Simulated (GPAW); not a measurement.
# HgTe: phonons with vdW-DF

The system is HgTe.

```
Hg Te
1.0
     0.00000    3.18000    3.18000
     3.18000    0.00000    3.18000
     3.18000    3.18000    0.00000
Hg Te
1 1
Direct
  0.00000 0.00000 0.00000
  0.50000 0.50000 0.50000
```

Measurements of this composition are mostly on another form, of space group No. 216.

| Property | Result |
| --- | --- |
| Program | GPAW 26.7.0 |
| Task | phonons |
| Functional | vdW-DF |
| Potentials or basis | GPAW PAW data sets (gpaw-data 1.2.1) |
| Cutoff | 600 eV |
| Basis | pw |
| k mesh | 7 × 7 × 7 |
| Occupations | fermi-dirac, width 0.05 eV |
| Spin | no spin polarisation |
| Maxiter | 150 |
| Convergence | density=1e-06 eigenstates=1e-09 |
| Supercell | 1 × 1 × 1 |
| Supercell k mesh | 7 × 7 × 7 |
| Displacement | 0.01 |
| Relaxed first | ions |

| Property | Result |
| --- | --- |
| Band gap on the k mesh | none (metal or under the smearing width) |
| Highest phonon frequency at Γ | 64 cm⁻¹ |

Final structure:
```xyz
2
Lattice="0.0000 3.1800 3.1800 3.1800 0.0000 3.1800 3.1800 3.1800 0.0000" Properties=species:S:1:pos:R:3 pbc="T T T"
Hg    0.0000    0.0000    0.0000
Te    3.1800    3.1800    3.1800
```

Levels at points of the mesh, in eV from the Fermi level:
| k point | band 10 | band 11 | band 12 | band 13 | band 14 |
| --- | --- | --- | --- | --- | --- |
| (0.00, 0.00, 0.00) | -1.17 | -0.55 | -0.55 | -0.55 | 7.53 |

Phonon frequencies in cm⁻¹ (negative: imaginary):
| q point | frequencies |
| --- | --- |
| (0.000, 0.000, 0.000) | 0 0 0 64 64 64 |

It took 110 s on 1 thread of Intel(R) Xeon(R) Platinum 8488C (Sapphire Rapids) (shared host), peak memory 0.47 GiB.

 The run has no spin-orbit coupling, so splittings on Hg, Te are missing.
